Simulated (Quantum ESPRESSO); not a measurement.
# AlP(110), H on both faces, stepped through the number of layers, part 2 of 3

Aim: how the results for AlP(110), H on both faces change with the number of layers.

Quantum ESPRESSO 7.5; plane-wave DFT, PBE, GBRV ultrasoft pseudopotentials.

So far. Step 8 (Electrostatic potential, 3 layers): The slope in the vacuum is 0.100 eV/Å for an applied 0.10 V/Å, as it should be. Step 10 (Band structure, 3 layers): Along this path the valence top lies at Γ and the conduction bottom at Y.

The structure was built from a prototype and need not be the compound's stable phase.

### 11. Relaxing the ions, 4 layers

System of this step: AlP(110), H on both faces, 4 layers. The cell holds 12 atoms: 4 H, 4 Al and 4 P. Its edges and angles: a = 5.503 Å, b = 3.894 Å, c = 24.394 Å, α = 90.0°, β = 90.0°, γ = 90.0°. It derives from AlP. Vacuum lies along c.

m1.relax.in reads:

```
&control
  prefix = 'm1.relax'
  outdir = './out'
  pseudo_dir = './pseudo'
  nstep = 80
  forc_conv_thr = 0.0006
  calculation = 'relax'
/
&system
  ibrav = 0
  nat = 12
  ntyp = 3
  ecutwfc = 40
  ecutrho = 200
  occupations = 'smearing'
  smearing = 'fd'
  degauss = 0.002
/
&electrons
  conv_thr = 1e-08
  mixing_beta = 0.4
  electron_maxstep = 120
  mixing_mode = 'plain'
/
&ions
/
ATOMIC_SPECIES
  H   1.0080  h_pbe_v1.4.uspp.F.UPF
  Al  26.9815  al_pbe_v1.uspp.F.UPF
  P   30.9738  p_pbe_v1.5.uspp.F.UPF
CELL_PARAMETERS angstrom
  5.50329919300000 0.00000000000000 0.00000000000000
  0.00000000000000 3.89386087700000 0.00000000000000
  0.00000000000000 0.00000000000000 24.39364387525356
ATOMIC_POSITIONS crystal
  H   0.835491847100 0.000000000000 0.327760895400
  H   0.399838636100 0.500000000000 0.332444169283
  Al  0.000000000000 0.000000000000 0.380280466802
  P   0.250000000000 0.500000000000 0.380280466802
  Al  0.500000000000 0.500000000000 0.460093488934
  P   0.750000000000 0.000000000000 0.460093488934
  Al  0.000000000000 0.000000000000 0.539906511066
  P   0.250000000000 0.500000000000 0.539906511066
  Al  0.500000000000 0.500000000000 0.619719533198
  P   0.750000000000 0.000000000000 0.619719533198
  H   0.899838636100 0.000000000000 0.667555830717
  H   0.335491847100 0.500000000000 0.672239104600
K_POINTS automatic
  4 4 1 0 0 0
```

On the command line:

```sh
> OMP_NUM_THREADS=1 mpirun -n 4 pw.x -nk 1 -in m1.relax.in > m1.relax.out
```

Run time: 7.1 min. Hardware: 4 MPI ranks of Arm Neoverse V1, shared host; peak memory 0.95 GiB; 29 min of CPU time.

The steps of the relaxation (22 of 23):

```
step  energy less that of the first step (eV)  largest force (eV/Å)
   1                                   0.0000                0.4178
   2                                  -0.0181                0.3370
   3                                  -0.0350                0.2657
   4                                  -0.0561                0.2227
   5                                  -0.0797                0.2332
   6                                  -0.0996                0.2627
   7                                  -0.1069                0.2552
   8                                  -0.1151                0.1749
   9                                  -0.1188                0.0711
  10                                  -0.1196                0.0650
  11                                  -0.1202                0.0434
  13                                  -0.1212                0.0426
  14                                  -0.1216                0.0404
  15                                  -0.1220                0.0472
  16                                  -0.1225                0.0570
  17                                  -0.1232                0.0538
  18                                  -0.1236                0.0366
  19                                  -0.1239                0.0322
  20                                  -0.1240                0.0310
  21                                  -0.1242                0.0263
  22                                  -0.1243                0.0206
  23                                  -0.1244                0.0140
```

The atoms that moved most (Å):

```
atom      dx     dy      dz  length
  H1  -0.038  0.000  -0.118   0.124
 H12  -0.038  0.000   0.118   0.124
 H11  -0.013  0.000  -0.108   0.109
  H2  -0.013  0.000   0.108   0.109
  P4  -0.029  0.000   0.094   0.098
 P10  -0.029  0.000  -0.094   0.098
 Al9  -0.034  0.000   0.087   0.094
 Al3  -0.034  0.000  -0.087   0.094
```

Final coordinates:

```cif
data_structure
_symmetry_space_group_name_H-M 'P 1'
_symmetry_Int_Tables_number 1
_cell_length_a 5.5033
_cell_length_b 3.8939
_cell_length_c 24.3936
_cell_angle_alpha 90.000
_cell_angle_beta 90.000
_cell_angle_gamma 90.000
_cell_volume 522.73
loop_
_atom_site_label
_atom_site_type_symbol
_atom_site_fract_x
_atom_site_fract_y
_atom_site_fract_z
_atom_site_occupancy
H1 H 0.82856 0.00000 0.32294 1
H2 H 0.39739 0.50000 0.33689 1
Al3 Al 0.99387 0.00000 0.37669 1
P4 P 0.24478 0.50000 0.38414 1
Al5 Al 0.51107 0.50000 0.46143 1
P6 P 0.75966 0.00000 0.45942 1
Al7 Al 0.01107 0.00000 0.53857 1
P8 P 0.25966 0.50000 0.54058 1
Al9 Al 0.49387 0.50000 0.62331 1
P10 P 0.74478 0.00000 0.61586 1
H11 H 0.89739 0.00000 0.66311 1
H12 H 0.32856 0.50000 0.67706 1
```

The relaxation lowers the energy by 10 meV an atom.

This step gave:

```
free energy  : -1276.8108 eV
Fermi energy : -0.7019 eV
```

### 12. Ground state, 4 layers

m1.f0.in reads:

```
&control
  prefix = 'm1.f0'
  outdir = './out'
  pseudo_dir = './pseudo'
  calculation = 'scf'
  tprnfor = .true.
  tefield = .true.
  dipfield = .true.
/
&system
  ibrav = 0
  nat = 12
  ntyp = 3
  ecutwfc = 40
  ecutrho = 200
  occupations = 'smearing'
  smearing = 'fd'
  degauss = 0.002
  edir = 3
  emaxpos = 0.97
  eopreg = 0.04
  eamp = 0.0
  nbnd = 22
/
&electrons
  conv_thr = 1e-09
  mixing_beta = 0.4
  electron_maxstep = 120
  mixing_mode = 'plain'
/
ATOMIC_SPECIES
  H   1.0080  h_pbe_v1.4.uspp.F.UPF
  Al  26.9815  al_pbe_v1.uspp.F.UPF
  P   30.9738  p_pbe_v1.5.uspp.F.UPF
CELL_PARAMETERS angstrom
  5.50329919300000 0.00000000000000 0.00000000000000
  0.00000000000000 3.89386087700000 0.00000000000000
  0.00000000000000 0.00000000000000 24.39364387525356
ATOMIC_POSITIONS crystal
  H   0.828557702100 0.000000000000 0.322939023900
  H   0.397390504400 0.500000000000 0.336888581600
  Al  -0.006128410900 0.000000000000 0.376694847800
  P   0.244784194400 0.500000000000 0.384139911300
  Al  0.511069690000 0.500000000000 0.461425263500
  P   0.759656803100 0.000000000000 0.459419028800
  Al  0.011069690000 0.000000000000 0.538574736500
  P   0.259656803100 0.500000000000 0.540580971200
  Al  0.493871589100 0.500000000000 0.623305152200
  P   0.744784194400 0.000000000000 0.615860088700
  H   0.897390504400 0.000000000000 0.663111418400
  H   0.328557702100 0.500000000000 0.677060976100
K_POINTS automatic
  4 4 1 0 0 0
```

On the command line:

```sh
> OMP_NUM_THREADS=1 mpirun -n 4 pw.x -nk 1 -in m1.f0.in > m1.f0.out
```

Run time: 33 s. Hardware: 4 MPI ranks; peak memory 0.7 GiB.

Numbers from this step:

```
Fermi energy                         : -0.7017 eV
dipole along the normal              : 6.25e-5 e·Å
valence top, on the run's zero       : -2.243 eV
conduction bottom, on the run's zero : 0.08970 eV
gap by band count                    : 2.333 eV
```

### 13. Self-consistent run, 4 layers: field 0.1 V/Å

m1.f1.in, as its differences from the input of step 12:

```diff
@@ -1,3 +1,3 @@
 &control
-  prefix = 'm1.f0'
+  prefix = 'm1.f1'
   outdir = './out'
@@ -21,3 +21,3 @@
   eopreg = 0.04
-  eamp = 0.0
+  eamp = 0.00194469
   nbnd = 22
@@ -29,2 +29,3 @@
   mixing_mode = 'plain'
+  startingpot = 'file'
 /
```

On the command line:

```sh
> cp -r out/m1.f0.save out/m1.f1.save
> OMP_NUM_THREADS=1 mpirun -n 4 pw.x -nk 1 -in m1.f1.in > m1.f1.out
```

The job ended after 27 s (4 MPI ranks; peak memory 0.92 GiB; 1.8 min of CPU time).

Read from the output:

| Item | Value |
| --- | --- |
| free energy | -1276.8155 eV |
| Fermi energy | -0.6701 eV |
| dipole along the normal | 0.09371 e·Å |
| valence top, on the run's zero | -2.225 eV |
| conduction bottom, on the run's zero | 0.1052 eV |
| gap by band count | 2.331 eV |

### 14. Relaxing the ions, 9 layers

System of this step: AlP(110), H on both faces, 9 layers. The cell holds 22 atoms: 4 H, 9 Al and 9 P. Cell: a = 5.503 Å, b = 3.894 Å, c = 34.128 Å, α = 90.0°, β = 90.0°, γ = 90.0°. It derives from AlP. Vacuum lies along c.

m6.relax.in reads:

```
&control
  prefix = 'm6.relax'
  outdir = './out'
  pseudo_dir = './pseudo'
  nstep = 80
  forc_conv_thr = 0.0006
  calculation = 'relax'
/
&system
  ibrav = 0
  nat = 22
  ntyp = 3
  ecutwfc = 40
  ecutrho = 200
  occupations = 'smearing'
  smearing = 'fd'
  degauss = 0.002
/
&electrons
  conv_thr = 1e-08
  mixing_beta = 0.4
  electron_maxstep = 120
  mixing_mode = 'plain'
/
&ions
/
ATOMIC_SPECIES
  H   1.0080  h_pbe_v1.4.uspp.F.UPF
  Al  26.9815  al_pbe_v1.uspp.F.UPF
  P   30.9738  p_pbe_v1.5.uspp.F.UPF
CELL_PARAMETERS angstrom
  5.50329919300000 0.00000000000000 0.00000000000000
  0.00000000000000 3.89386087700000 0.00000000000000
  0.00000000000000 0.00000000000000 34.12829606775356
ATOMIC_POSITIONS crystal
  H   0.835491847100 0.000000000000 0.234271366573
  H   0.399838636100 0.500000000000 0.237618797545
  Al  0.000000000000 0.000000000000 0.271810413900
  P   0.250000000000 0.500000000000 0.271810413900
  Al  0.500000000000 0.500000000000 0.328857810425
  P   0.750000000000 0.000000000000 0.328857810425
  Al  0.000000000000 0.000000000000 0.385905206950
  P   0.250000000000 0.500000000000 0.385905206950
  Al  0.500000000000 0.500000000000 0.442952603475
  P   0.750000000000 0.000000000000 0.442952603475
  Al  0.000000000000 0.000000000000 0.500000000000
  P   0.250000000000 0.500000000000 0.500000000000
  Al  0.500000000000 0.500000000000 0.557047396525
  P   0.750000000000 0.000000000000 0.557047396525
  Al  0.000000000000 0.000000000000 0.614094793050
  P   0.250000000000 0.500000000000 0.614094793050
  Al  0.500000000000 0.500000000000 0.671142189575
  P   0.750000000000 0.000000000000 0.671142189575
  Al  0.000000000000 0.000000000000 0.728189586100
  P   0.250000000000 0.500000000000 0.728189586100
  H   0.399838636100 0.500000000000 0.762381202455
  H   0.835491847100 0.000000000000 0.765728633427
K_POINTS automatic
  4 4 1 0 0 0
```

On the command line:

```sh
> OMP_NUM_THREADS=1 mpirun -n 4 pw.x -nk 1 -in m6.relax.in > m6.relax.out
```

Elapsed: 24 min, on 4 MPI ranks; peak memory 1.2 GiB; 1.6 h of CPU time.

The steps of the relaxation:

```
step  energy less that of the first step (eV)  largest force (eV/Å)
   1                                   0.0000                0.4209
   2                                  -0.0198                0.3456
   3                                  -0.0377                0.2789
   4                                  -0.0598                0.2066
   5                                  -0.0841                0.1774
   6                                  -0.1042                0.1959
   7                                  -0.1111                0.1762
   8                                  -0.1192                0.1076
   9                                  -0.1223                0.0782
  10                                  -0.1237                0.0729
  11                                  -0.1251                0.0738
  12                                  -0.1268                0.0577
  13                                  -0.1281                0.0463
  14                                  -0.1289                0.0422
  15                                  -0.1294                0.0368
  16                                  -0.1297                0.0353
  17                                  -0.1300                0.0334
  18                                  -0.1302                0.0316
  19                                  -0.1304                0.0247
  20                                  -0.1305                0.0170
  21                                  -0.1306                0.0142
```

The atoms that moved most (Å):

```
atom      dx     dy      dz  length
 H22  -0.057  0.000   0.111   0.125
  H1  -0.057  0.000  -0.111   0.125
  H2  -0.033  0.000   0.104   0.110
 H21  -0.033  0.000  -0.104   0.110
  P4  -0.047  0.000   0.091   0.103
 P20  -0.047  0.000  -0.091   0.103
 Al3  -0.053  0.000  -0.081   0.097
Al19  -0.053  0.000   0.081   0.097
```

The relaxation lowers the energy by 6 meV an atom.

This step gave:

| Item | Value |
| --- | --- |
| free energy | -2794.9793 eV |
| Fermi energy | 0.6976 eV |

### 15. SCF with pw.x, 9 layers

m6.f0.in reads:

```
&control
  prefix = 'm6.f0'
  outdir = './out'
  pseudo_dir = './pseudo'
  calculation = 'scf'
  tprnfor = .true.
  tefield = .true.
  dipfield = .true.
/
&system
  ibrav = 0
  nat = 22
  ntyp = 3
  ecutwfc = 40
  ecutrho = 200
  occupations = 'smearing'
  smearing = 'fd'
  degauss = 0.002
  edir = 3
  emaxpos = 0.97
  eopreg = 0.04
  eamp = 0.0
  nbnd = 42
/
&electrons
  conv_thr = 1e-09
  mixing_beta = 0.4
  electron_maxstep = 120
  mixing_mode = 'plain'
/
ATOMIC_SPECIES
  H   1.0080  h_pbe_v1.4.uspp.F.UPF
  Al  26.9815  al_pbe_v1.uspp.F.UPF
  P   30.9738  p_pbe_v1.5.uspp.F.UPF
CELL_PARAMETERS angstrom
  5.50329919300000 0.00000000000000 0.00000000000000
  0.00000000000000 3.89386087700000 0.00000000000000
  0.00000000000000 0.00000000000000 34.12829606775356
ATOMIC_POSITIONS crystal
  H   0.825091515100 0.000000000000 0.231025810500
  H   0.393765856100 0.500000000000 0.240675355400
  Al  -0.009599442400 0.000000000000 0.269441676300
  P   0.241459685200 0.500000000000 0.274484006700
  Al  0.507593932900 0.500000000000 0.329688493000
  P   0.756294629500 0.000000000000 0.328659869500
  Al  0.004537971800 0.000000000000 0.385773584500
  P   0.254039026400 0.500000000000 0.386123803600
  Al  0.504197981400 0.500000000000 0.443057322100
  P   0.754191644700 0.000000000000 0.442878555900
  Al  0.003806193700 0.000000000000 0.500000000000
  P   0.253709171500 0.500000000000 0.500000000000
  Al  0.504197981400 0.500000000000 0.556942677900
  P   0.754191644700 0.000000000000 0.557121444100
  Al  0.004537971800 0.000000000000 0.614226415500
  P   0.254039026400 0.500000000000 0.613876196400
  Al  0.507593932900 0.500000000000 0.670311507000
  P   0.756294629500 0.000000000000 0.671340130500
  Al  -0.009599442400 0.000000000000 0.730558323700
  P   0.241459685200 0.500000000000 0.725515993300
  H   0.393765856100 0.500000000000 0.759324644600
  H   0.825091515100 0.000000000000 0.768974189500
K_POINTS automatic
  4 4 1 0 0 0
```

On the command line:

```sh
> OMP_NUM_THREADS=1 mpirun -n 4 pw.x -nk 1 -in m6.f0.in > m6.f0.out
```

Elapsed: 1.9 min, on 4 MPI ranks; peak memory 1.2 GiB.

Read from the output:

* Fermi energy: 0.9123 eV
* dipole along the normal: 0 e·Å
* valence top, on the run's zero: -0.2041 eV
* conduction bottom, on the run's zero: 1.606 eV
* gap by band count: 1.810 eV

### 16. SCF with pw.x, 9 layers: field 0.1 V/Å

m6.f1.in, as its differences from the input of step 15:

```diff
@@ -1,3 +1,3 @@
 &control
-  prefix = 'm6.f0'
+  prefix = 'm6.f1'
   outdir = './out'
@@ -21,3 +21,3 @@
   eopreg = 0.04
-  eamp = 0.0
+  eamp = 0.00194469
   nbnd = 42
@@ -29,2 +29,3 @@
   mixing_mode = 'plain'
+  startingpot = 'file'
 /
```

On the command line:

```sh
> cp -r out/m6.f0.save out/m6.f1.save
> OMP_NUM_THREADS=1 mpirun -n 4 pw.x -nk 1 -in m6.f1.in > m6.f1.out
```

Run time: 1.7 min. Hardware: 4 MPI ranks; peak memory 1.2 GiB; 6.8 min of CPU time.

This step gave:

- free energy: -2794.9891 eV
- Fermi energy: 0.9374 eV
- dipole along the normal: 0.1950 e·Å
- valence top, on the run's zero: -0.1614 eV
- conduction bottom, on the run's zero: 1.619 eV
- gap by band count: 1.780 eV

### 17. Relaxation with pw.x, 11 layers

System of this step: AlP(110), H on both faces, 11 layers. The cell holds 26 atoms: 4 H, 11 Al and 11 P. Cell: a = 5.503 Å, b = 3.894 Å, c = 38.022 Å, α = 90.0°, β = 90.0°, γ = 90.0°. It derives from AlP. Vacuum lies along c.

m7.relax.in reads:

```
&control
  prefix = 'm7.relax'
  outdir = './out'
  pseudo_dir = './pseudo'
  nstep = 80
  forc_conv_thr = 0.0006
  calculation = 'relax'
/
&system
  ibrav = 0
  nat = 26
  ntyp = 3
  ecutwfc = 40
  ecutrho = 200
  occupations = 'smearing'
  smearing = 'fd'
  degauss = 0.002
/
&electrons
  conv_thr = 1e-08
  mixing_beta = 0.4
  electron_maxstep = 120
  mixing_mode = 'plain'
/
&ions
/
ATOMIC_SPECIES
  H   1.0080  h_pbe_v1.4.uspp.F.UPF
  Al  26.9815  al_pbe_v1.uspp.F.UPF
  P   30.9738  p_pbe_v1.5.uspp.F.UPF
CELL_PARAMETERS angstrom
  5.50329919300000 0.00000000000000 0.00000000000000
  0.00000000000000 3.89386087700000 0.00000000000000
  0.00000000000000 0.00000000000000 38.02215694475355
ATOMIC_POSITIONS crystal
  H   0.835491847100 0.000000000000 0.210279563314
  H   0.399838636100 0.500000000000 0.213284182843
  Al  0.000000000000 0.000000000000 0.243974225170
  P   0.250000000000 0.500000000000 0.243974225170
  Al  0.500000000000 0.500000000000 0.295179380136
  P   0.750000000000 0.000000000000 0.295179380136
  Al  0.000000000000 0.000000000000 0.346384535102
  P   0.250000000000 0.500000000000 0.346384535102
[... 14 atom lines left out ...]
  Al  0.000000000000 0.000000000000 0.756025774830
  P   0.250000000000 0.500000000000 0.756025774830
  H   0.399838636100 0.500000000000 0.786715817157
  H   0.835491847100 0.000000000000 0.789720436686
K_POINTS automatic
  4 4 1 0 0 0
```

On the command line:

```sh
> OMP_NUM_THREADS=1 mpirun -n 4 pw.x -nk 1 -in m7.relax.in > m7.relax.out
```

Wall time 38 min (4 MPI ranks); peak memory 1.4 GiB.

(Continued in part 3 of 3.)

[Logs are printed without paths, hosts, clocks, repeated set-up lines and the standing remarks that a program may print on its own settings, such as how far it seeks lower states.]

[Hosts, paths, dates, database ids (printed as entryN), source tags and the programs' standing remarks are cut or masked in the printed files.]

[Maps of the electrostatic potential energy from Ansatz leave out the sawtooth potential of an applied field or a dipole correction, so their vacuum need not be flat; planar profiles and work functions include it.]
